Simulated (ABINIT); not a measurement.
# A GW chain in ABINIT: InP (F-43m), part 2 of 3

How does a plane-wave GW calculation on InP (F-43m) run from the first input to the gap?

ABINIT 10.8.3; LDA and many-body steps on it, plane waves. Known limits of the many-body steps: not at the basis limit; screening runs away on this mesh; no spin-orbit coupling; coarse k mesh.

So far. Step 2 (Ground state): The gap is direct, at Γ.

### Step 3. Bands along the symmetry lines

Level of this step: DFT, LDA, plane waves, norm-conserving pseudopotentials (ABINIT).

Levels along a band path, at the cheap level, show where the edges lie and whether the meshes to come will hold them.

File run.abi:

```
acell 3*1.0 Angstrom
rprim 
  -0.000000000000 2.934350000000 2.934350000000
  2.934350000000 -0.000000000000 2.934350000000
  2.934350000000 2.934350000000 -0.000000000000
ntypat 2
znucl 49 15
natom 2
typat 1 2
xred 
  0.000000000000 0.000000000000 0.000000000000
  0.250000000000 0.250000000000 0.250000000000
pp_dirpath "pseudos"
pseudos "In.upf, P.upf"
ecut 33
iscf -2
irdden 1
kptopt 0
nkpt 50
kpt 
  0.00000000 0.00000000 0.00000000
  -0.06250000 -0.06250000 0.00000000
  -0.12500000 -0.12500000 0.00000000
  -0.18750000 -0.18750000 0.00000000
  -0.25000000 -0.25000000 0.00000000
  -0.31250000 -0.31250000 0.00000000
  -0.37500000 -0.37500000 0.00000000
  -0.43750000 -0.43750000 0.00000000
  -0.50000000 -0.50000000 0.00000000
  -0.48437500 -0.48437500 0.03125000
  -0.46875000 -0.46875000 0.06250000
  -0.45312500 -0.45312500 0.09375000
  -0.43750000 -0.43750000 0.12500000
  -0.42187500 -0.42187500 0.15625000
  -0.40625000 -0.40625000 0.18750000
  -0.39062500 -0.39062500 0.21875000
  -0.37500000 -0.37500000 0.25000000
  -0.37500000 0.00000000 0.37500000
  -0.32812500 0.00000000 0.32812500
  -0.28125000 0.00000000 0.28125000
  -0.23437500 0.00000000 0.23437500
  -0.18750000 0.00000000 0.18750000
  -0.14062500 0.00000000 0.14062500
  -0.09375000 0.00000000 0.09375000
  -0.04687500 0.00000000 0.04687500
  0.00000000 0.00000000 0.00000000
  0.00000000 0.00000000 0.06250000
  0.00000000 0.00000000 0.12500000
  0.00000000 0.00000000 0.18750000
  0.00000000 0.00000000 0.25000000
  0.00000000 0.00000000 0.31250000
  0.00000000 0.00000000 0.37500000
  0.00000000 0.00000000 0.43750000
  -0.00000000 -0.00000000 0.50000000
  -0.06250000 -0.03125000 0.46875000
  -0.12500000 -0.06250000 0.43750000
  -0.18750000 -0.09375000 0.40625000
  -0.25000000 -0.12500000 0.37500000
  -0.31250000 -0.15625000 0.34375000
  -0.37500000 -0.18750000 0.31250000
  -0.43750000 -0.21875000 0.28125000
  -0.50000000 -0.25000000 0.25000000
  -0.50000000 -0.28125000 0.21875000
  -0.50000000 -0.31250000 0.18750000
  -0.50000000 -0.34375000 0.15625000
  -0.50000000 -0.37500000 0.12500000
  -0.50000000 -0.40625000 0.09375000
  -0.50000000 -0.43750000 0.06250000
  -0.50000000 -0.46875000 0.03125000
  -0.50000000 -0.50000000 0.00000000
istwfk *1
nband 23
nbdbuf 5
tolwfr 1e-07
nstep 50
prtwf 0
prtvol 0
indata_prefix "in"
outdata_prefix "out"
tmpdata_prefix "tmp"
```

Launch:

```bash
> OMP_NUM_THREADS=1 mpirun -n 4 abinit run.abi > log
```

Numbers of over 12 decimals in the logs are rounded to 6 here.

Log:

```text
.Version 10.8.3 of ABINIT. v10.8.2 released Aug 2026.

 Symmetries : space group F-4 3 m (#216); Bravais cF (face-center cubic)
[... echo of the input left out ...]
== DATASET  1 ==================================================================
-   mpi_nproc: 4, omp_nthreads: 1 (-1 if OMP is not activated)

--- !DatasetInfo
iteration_state: {dtset: 1, }
dimensions: {natom: 2, nkpt: 50, mband: 23, nsppol: 1, nspinor: 1, nspden: 1, mpw: 3119, }
cutoff_energies: {ecut:  33.0, pawecutdg:  -1.0, }
electrons: {nelect:   2.60000000E+01, charge:   0.00000000E+00, occopt:   1.00000000E+00, tsmear:   1.00000000E-02, }

 Real(R)+Recip(G) space primitive vectors, cartesian coordinates (Bohr,Bohr^-1):
 R(1)=  0.0000000  5.5451179  5.5451179  G(1)= -0.0901694  0.0901694  0.0901694
 R(2)=  5.5451179  0.0000000  5.5451179  G(2)=  0.0901694 -0.0901694  0.0901694
 R(3)=  5.5451179  5.5451179  0.0000000  G(3)=  0.0901694  0.0901694 -0.0901694
 Unit cell volume ucvol=  3.4100625E+02 bohr^3
 Angles (23,13,12)=  6.00000000E+01  6.00000000E+01  6.00000000E+01 degrees

 getcut: wavevector=  0.0000  0.0000  0.0000  ngfft=  45  45  45
         ecut(hartree)=     33.000   => boxcut(ratio)=   2.16973

--- Pseudopotential description ------------------------------------------------
- In Generated using ONCVPSP code by D. R. Hamann
- 49.00000  21.00000  180309                  znucl, zion, pspdat
12 -1012 2 -1 1894                            pspcod,pspxc,lmax,lloc,mmax
     nproj     2     2     2
  pspatm : epsatm=   33.93291270
         --- l  ekb(1:nproj) -->
             0    8.377455   -0.565121
             1    2.447487   -1.211193
             2   -3.400789   -0.970230
 pspatm: atomic psp has been read  and splines computed

- P Generated using ONCVPSP code by D. R. Hamann
- 15.00000   5.00000  180309                  znucl, zion, pspdat
12 -1012 2 -1 1298                            pspcod,pspxc,lmax,lloc,mmax
     nproj     2     2     2
  pspatm : epsatm=    7.03163270
         --- l  ekb(1:nproj) -->
[...]
pspatm: atomic psp has been read  and splines computed

--------------------------------------------------------------------------------

================================================================================
 prteigrs : about to open file out_EIG
 Non-SCF case, kpt    1 (  0.00000  0.00000  0.00000), residuals and eigenvalues=
  2.35E-08  1.18E-08  1.79E-08  3.75E-08  8.67E-09  2.06E-08  2.33E-08  1.24E-08
  3.36E-08  7.38E-08  2.26E-08  7.18E-08  3.84E-08  7.54E-08  2.91E-08  5.06E-08
  9.49E-08  6.78E-08  5.74E-08  7.36E-08  2.28E-08  3.93E-08  7.71E-08
 -4.0422E+00 -2.5203E+00 -2.5203E+00 -2.5203E+00 -3.4687E-01 -3.4687E-01
 -3.4687E-01 -3.4129E-01 -3.4129E-01 -2.4972E-01  1.7407E-01  1.7407E-01
  1.7407E-01  1.9088E-01  3.1951E-01  3.1951E-01  3.1951E-01  4.7741E-01
  5.1983E-01  5.1983E-01  5.7964E-01  5.7964E-01  5.7964E-01
[...]
5.2223E-01  5.2520E-01  5.9899E-01  5.9899E-01  6.1171E-01
[...]
Non-SCF case, kpt   49 ( -0.50000 -0.46875  0.03125), residuals and eigenvalues=
[...]
5.7266E-01  6.0409E-01  6.0499E-01  6.6642E-01  7.5527E-01
 Non-SCF case, kpt   50 ( -0.50000 -0.50000  0.00000), residuals and eigenvalues=
[...]
-3.4299E-01 -3.4299E-01 -3.3992E-01 -1.6131E-01 -4.1291E-02  8.7883E-02
  8.7883E-02  2.3298E-01  2.5184E-01  5.0388E-01  5.1904E-01  5.1904E-01
  5.7053E-01  6.0432E-01  6.0432E-01  6.6074E-01  7.5975E-01

--- !ResultsGS
iteration_state: {dtset: 1, }
comment   : Summary of ground state results
lattice_vectors:
- [ -0.0000000,   5.5451179,   5.5451179, ]
- [  5.5451179,  -0.0000000,   5.5451179, ]
- [  5.5451179,   5.5451179,  -0.0000000, ]
lattice_lengths: [   7.84198,    7.84198,    7.84198, ]
lattice_angles: [ 60.000,  60.000,  60.000, ] # degrees, (23, 13, 12)
lattice_volume:   3.4100625E+02
convergence: {deltae:  0.000E+00, res2:  0.000E+00, residm:  9.962E-08, diffor:  0.000E+00, }
etotal    :  -2.06318175E+02
entropy   :   0.00000000E+00
fermie    :   1.74074826E-01
cartesian_stress_tensor: null
pressure_GPa: null
xred      :
- [  0.0000E+00,   0.0000E+00,   0.0000E+00, In]
- [  2.5000E-01,   2.5000E-01,   2.5000E-01,  P]
cartesian_forces: null
force_length_stats: {min: null, max: null, mean: null, }

 Integrated electronic density in atomic spheres:
 ------------------------------------------------
 Atom  Sphere_radius  Integrated_density
[...]
================================================================================

 ----iterations are completed or convergence reached----

 Mean square residual over all n,k,spin=   42.499E-09; max=  99.620E-09
 reduced coordinates (array xred) for    2 atoms
       0.000000000000      0.000000000000      0.000000000000
       0.250000000000      0.250000000000      0.250000000000

 cartesian coordinates (angstrom) at end:
    1      0.000000     0.000000     0.000000
    2      1.467175     1.467175     1.467175
 length scales=  1.889726125908  1.889726125908  1.889726125908 bohr
              =  1.000000000000  1.000000000000  1.000000000000 angstroms
 prteigrs : about to open file out_EIG
 Eigenvalues (hartree) for nkpt=  50  k points:
 kpt#   1, nband= 23, wtk=  1.00000, kpt=  0.0000  0.0000  0.0000 (reduced coord)
[...]
kpt#   2, nband= 23, wtk=  1.00000, kpt= -0.0625 -0.0625  0.0000 (reduced coord)
[...]
kpt#   3, nband= 23, wtk=  1.00000, kpt= -0.1250 -0.1250  0.0000 (reduced coord)
[...]
kpt#  49, nband= 23, wtk=  1.00000, kpt= -0.5000 -0.4687  0.0313 (reduced coord)
[...]
0.51205    0.52243    0.57266    0.60409    0.60499    0.66642    0.75527
 kpt#  50, nband= 23, wtk=  1.00000, kpt= -0.5000 -0.5000  0.0000 (reduced coord)
  -4.04214   -2.52030   -2.52030   -2.52030   -0.35350   -0.34310   -0.34299   -0.34299
  -0.33992   -0.16131   -0.04129    0.08788    0.08788    0.23298    0.25184    0.50388
   0.51904    0.51904    0.57053    0.60432    0.60432    0.66074    0.75975

== END DATASET(S) ==============================================================
================================================================================

 -outvars: echo values of variables after computation  --------
            nband          23
             nkpt          50
          spgroup         216
 [... the other variables as echoed above ...]

 Calculation completed.
```

Run time: 17 s. Hardware: 4 MPI ranks of Arm Neoverse V1, shared host; peak memory 0.31 GiB; 68 s of CPU time.

This step gave:

* gap: 0.4574 eV
* k of the valence top: 0, 0, 0
* k of the conduction bottom: 0, 0, 0
* least direct gap: 0.4574 eV

The gap is 0.457 eV, as in the run before at this level.

The electronic bands at the labelled points (eV, zero at the top of the highest filled band):

| point | band 10 | band 11 | band 12 | band 13 | band 14 | band 15 | band 16 | band 17 |
| --- | --- | --- | --- | --- | --- | --- | --- | --- |
| Γ | -11.53 | 0.00 | 0.00 | 0.00 | 0.46 | 3.96 | 3.96 | 3.96 |
| halfway | -10.63 | -3.43 | -1.43 | -1.43 | 2.32 | 2.97 | 6.25 | 6.25 |
| X | -9.13 | -5.86 | -2.35 | -2.35 | 1.60 | 2.12 | 8.97 | 9.39 |
| halfway | -9.11 | -5.82 | -2.78 | -2.25 | 1.88 | 2.73 | 8.20 | 8.57 |
| U | -9.14 | -5.72 | -3.35 | -1.96 | 2.20 | 4.26 | 7.37 | 7.40 |
| jump to K | -9.14 | -5.72 | -3.35 | -1.96 | 2.20 | 4.26 | 7.37 | 7.40 |
| halfway | -10.54 | -3.88 | -2.05 | -0.58 | 2.66 | 4.53 | 4.87 | 5.08 |
| Γ | -11.53 | 0.00 | 0.00 | 0.00 | 0.46 | 3.96 | 3.96 | 3.96 |
| halfway | -10.85 | -3.52 | -0.57 | -0.57 | 1.60 | 4.67 | 4.67 | 5.16 |
| L | -9.79 | -5.82 | -0.98 | -0.98 | 1.30 | 4.70 | 4.70 | 6.90 |
| halfway | -9.47 | -5.64 | -2.74 | -1.66 | 3.02 | 4.05 | 5.76 | 7.07 |
| W | -9.05 | -5.71 | -2.99 | -2.96 | 4.18 | 4.25 | 5.39 | 6.05 |
| halfway | -9.09 | -5.79 | -2.69 | -2.68 | 2.54 | 2.96 | 7.51 | 7.57 |
| X | -9.13 | -5.86 | -2.35 | -2.35 | 1.60 | 2.12 | 8.97 | 9.39 |

The electronic bands as a text plot (rows in eV, shown from -8.0 to 6.5 only):

```
    6.2 |     ++            ++               ++          ++++
    5.6 |    +                ++                     +++++++
    5.0 |  ++              ++++++++++       +++++++++
    4.3 | +               +     ++++++   +++      ++++++++++
    3.7 |++              +         ++++++               ++ ++
    3.1 |  ++ ++        +     ++                      ++     +
    2.5 |    ++++++   ++   +++  +++                  +       +++
    1.9 |  ++   +++++++++++        ++               +         +++
    1.3 | +        +++               +   +++++++++++
    0.7 |+                            +++
    0.1 |**                        ******
   -0.5 | ***                   ******  *******
   -1.1 |    *              **** **  *         *******
   -1.7 |  ** ****        **       **    **         * *
   -2.3 |    *    ********      *                    * **     ***
   -2.9 |              **   **** **        *          ** *****
   -3.5 |     **         ***                *           *
   -4.1 |       **              *            **
   -4.7 |                     **
   -5.3 |         *        ***                 *
   -5.9 |          ********                     *****************
   -6.5 |
   -7.1 |
   -7.7 |
         Γ           X  U|K            Γ         L        W     X
```

### Step 4. Empty states on the mesh, 4×4×4 mesh, 264 bands

The sums over transitions need many empty states on a uniform mesh; this step solves for them.

File run.abi:

```
acell 3*1.0 Angstrom
rprim 
  -0.000000000000 2.934350000000 2.934350000000
  2.934350000000 -0.000000000000 2.934350000000
  2.934350000000 2.934350000000 -0.000000000000
ntypat 2
znucl 49 15
natom 2
typat 1 2
xred 
  0.000000000000 0.000000000000 0.000000000000
  0.250000000000 0.250000000000 0.250000000000
pp_dirpath "pseudos"
pseudos "In.upf, P.upf"
ecut 33
ngkpt 4 4 4
nshiftk 1
shiftk 0 0 0
kptopt 1
chksymbreak 0
irdden 1
istwfk *1
nband 264
prtvol 0
optdriver 6
gwr_task "HDIAGO"
paral_kgb 0
occopt 1
indata_prefix "in"
outdata_prefix "out"
tmpdata_prefix "tmp"
```

Log:

```text
[banner, memory and clock lines left out]
.Version 10.8.3 of ABINIT. v10.8.2 released Aug 2026.

 Symmetries : space group F-4 3 m (#216); Bravais cF (face-center cubic)
[... echo of the input left out ...]
== DATASET  1 ==================================================================
-   mpi_nproc: 4, omp_nthreads: 1 (-1 if OMP is not activated)

--- !DatasetInfo
iteration_state: {dtset: 1, }
dimensions: {natom: 2, nkpt: 8, mband: 264, nsppol: 1, nspinor: 1, nspden: 1, mpw: 3119, }
cutoff_energies: {ecut:  33.0, pawecutdg:  -1.0, }
electrons: {nelect:   2.60000000E+01, charge:   0.00000000E+00, occopt:   1.00000000E+00, tsmear:   1.00000000E-02, }

.Using double precision arithmetic; gwpc =  8

- Reading GS density from: in_DEN

--- Pseudopotential description ------------------------------------------------
- In Generated using ONCVPSP code by D. R. Hamann
- 49.00000  21.00000  180309                  znucl, zion, pspdat
12 -1012 2 -1 1894                            pspcod,pspxc,lmax,lloc,mmax
     nproj     2     2     2
  pspatm : epsatm=   33.93291270
         --- l  ekb(1:nproj) -->
             0    8.377455   -0.565121
             1    2.447487   -1.211193
             2   -3.400789   -0.970230
 pspatm: atomic psp has been read  and splines computed

- P Generated using ONCVPSP code by D. R. Hamann
- 15.00000   5.00000  180309                  znucl, zion, pspdat
12 -1012 2 -1 1298                            pspcod,pspxc,lmax,lloc,mmax
     nproj     2     2     2
  pspatm : epsatm=    7.03163270
         --- l  ekb(1:nproj) -->
             0    6.795192    1.078292
             1    3.452929    0.907117
             2   -3.024864   -0.802189
 pspatm: atomic psp has been read  and splines computed

   1.06507818E+03                                ecore*ucvol(ha*bohr**3)

 Total charge density [el/Bohr^3]
)     Maximum=    2.8149E+00  at reduced coord.    0.0222    0.0667    0.9111
)     Minimum=    2.1013E-03  at reduced coord.    0.5111    0.4889    0.4889
   Integrated=    2.6000E+01

 === KS gaps after direct diagonalization ===
 Direct band gap semiconductor
 Fundamental gap:     0.457 (eV)
   VBM:     4.737 (eV) at k: [ 0.0000E+00,  0.0000E+00,  0.0000E+00]
   CBM:     5.194 (eV) at k: [ 0.0000E+00,  0.0000E+00,  0.0000E+00]
 Direct gap:         0.457 (eV) at k: [ 0.0000E+00,  0.0000E+00,  0.0000E+00]

== END DATASET(S) ==============================================================

 -outvars: echo values of variables after computation  --------
           etotal      0.0000000000E+00
            nband         264
             nkpt           8
          spgroup         216
 [... the other variables as echoed above ...]

 Calculation completed.
```

It took 53 s on 4 MPI ranks; peak memory 2.3 GiB; 3.5 min of CPU time.

Numbers from this step:

| Quantity | Value |
| --- | --- |
| gap | 0.4573 eV |
| k of the valence top | 0, 0, 0 |
| k of the conduction bottom | 0, 0, 0 |
| least direct gap | 0.4573 eV |
| k points computed | 8 |
| lowest point of the top converged band, above the valence top | 149.7304 eV |

On this mesh the gap is 0.457 eV.

### Step 5. Screening, 4×4×4 mesh, 256 bands, screening to 244.9 eV

The RPA dielectric matrix is built and inverted for each q.

This step: RPA screening on LDA, plane waves, norm-conserving pseudopotentials.

Changes to run.abi since step 4:

```diff
@@ -20,10 +20,11 @@
 chksymbreak 0
-irdden 1
 istwfk *1
-nband 264
-prtvol 0
-optdriver 6
-gwr_task "HDIAGO"
-paral_kgb 0
 occopt 1
+irdwfk 1
+optdriver 3
+nband 256
+ecuteps 9
+inclvkb 2
+awtr 1
+symchi 1
 indata_prefix "in"
```

Log:

```text
.Version 10.8.3 of ABINIT. v10.8.2 released Aug 2026.

 Symmetries : space group F-4 3 m (#216); Bravais cF (face-center cubic)
[... echo of the input left out ...]
== DATASET  1 ==================================================================
-   mpi_nproc: 4, omp_nthreads: 1 (-1 if OMP is not activated)

--- !DatasetInfo
iteration_state: {dtset: 1, }
dimensions: {natom: 2, nkpt: 8, mband: 256, nsppol: 1, nspinor: 1, nspden: 1, mpw: 3119, }
cutoff_energies: {ecut:  33.0, pawecutdg:  -1.0, }
electrons: {nelect:   2.60000000E+01, charge:   0.00000000E+00, occopt:   1.00000000E+00, tsmear:   1.00000000E-02, }

 SCREENING: Calculation of the susceptibility and dielectric matrices

 Based on a program developped by R.W. Godby, V. Olevano, G. Onida, and L. Reining.
 Incorporated in ABINIT by V. Olevano, G.-M. Rignanese, and M. Torrent.
.Using double precision arithmetic ; gwpc =  8

[... cell and pseudopotentials left out ...]
--------------------------------------------------------------------------------

 ==== K-mesh for the wavefunctions ====
 Number of points in the irreducible wedge :     8
[... list of points left out ...]
 Together with 24 symmetry operations and time-reversal symmetry
 yields    64 points in the full Brillouin Zone.

 ==== Q-mesh for the screening function ====
 Number of points in the irreducible wedge :     8
[... list of points left out ...]
 Together with 24 symmetry operations and time-reversal symmetry
 yields    64 points in the full Brillouin Zone.

 setmesh: FFT mesh size selected  =    32x   32x   32
          total number of points  =        32768

 vcoul_init : cutoff-mode = AUXILIARY_FUNCTION
 q-points for optical limit:   1
     1)      0.000010    0.000020    0.000030

- screening: taking advantage of time-reversal symmetry
- Maximum band index for partially occupied states nbvw = 13
- Remaining bands to be divided among processors   nbcw = 243
- Number of bands treated by each node ~60

 Number of electrons calculated from density =   26.0000; Expected =   26.0000
 average of density, n =  0.076245
 r_s =    1.4630
 omega_plasma =   26.6355 [eV]

 calculating chi0 at frequencies [eV] :
  1    0.000000E+00    0.000000E+00
  2    0.000000E+00    2.663552E+01

--------------------------------------------------------------------------------
  q-point number  1        q = ( 0.000000, 0.000000, 0.000000) [r.l.u.]
--------------------------------------------------------------------------------
[... chi0 elements left out ...]
 For q-point:  0.000010 0.000020 0.000030
  dielectric constant = 125.3178
  dielectric constant without local fields = 133.1455

  Average fulfillment of the sum rule on Im[epsilon] for q-point    1 :     85.39  [%]
[... wings left out ...]
  q-point number  2        q = ( 0.250000, 0.000000, 0.000000) [r.l.u.]
--------------------------------------------------------------------------------
[... chi0 elements left out ...]
  Average fulfillment of the sum rule on Im[epsilon] for q-point    2 :     92.86  [%]

 [... 6 further q-points ...]
```

Wall time 2.4 min (4 MPI ranks); peak memory 1.7 GiB; 9.5 min of CPU time.

Numbers from this step:

* ε∞ with local fields, on this mesh, along the program's q direction: 125.3
* the same without local fields: 133.1
* plasma frequency: 26.64 eV
* plane waves in the screening matrix: 459

Local fields lower ε∞ by 6 %. The value itself is an artefact of the mesh, where one narrow direct gap carries too much weight.

(Part 2 of 3 ends here.)

[Paths, hosts, dates, memory and timing lines, banners, echoed tables and standing remarks are left out of the program output.]

[Logs are printed without paths, hosts, clocks, repeated set-up lines and the standing remarks that a program may print on its own settings, such as how far it seeks lower states.]

[Runs of the session that timed out or met a known fault of the program may be left out.]

[Hosts, paths, dates, database ids (printed as entryN), source tags and the programs' standing remarks are cut or masked in the printed files.]

[G0W0 gaps are taken among the corrected bands and points alone; a level outside them can change the order at an edge.]

[Where Ansatz stands beside ABINIT at settings called matched, ABINIT's density can come from a denser mesh and the files from another edition; pairs whose starting gaps differed by over 0.03 eV were left out, so agreement reads better than it is.]
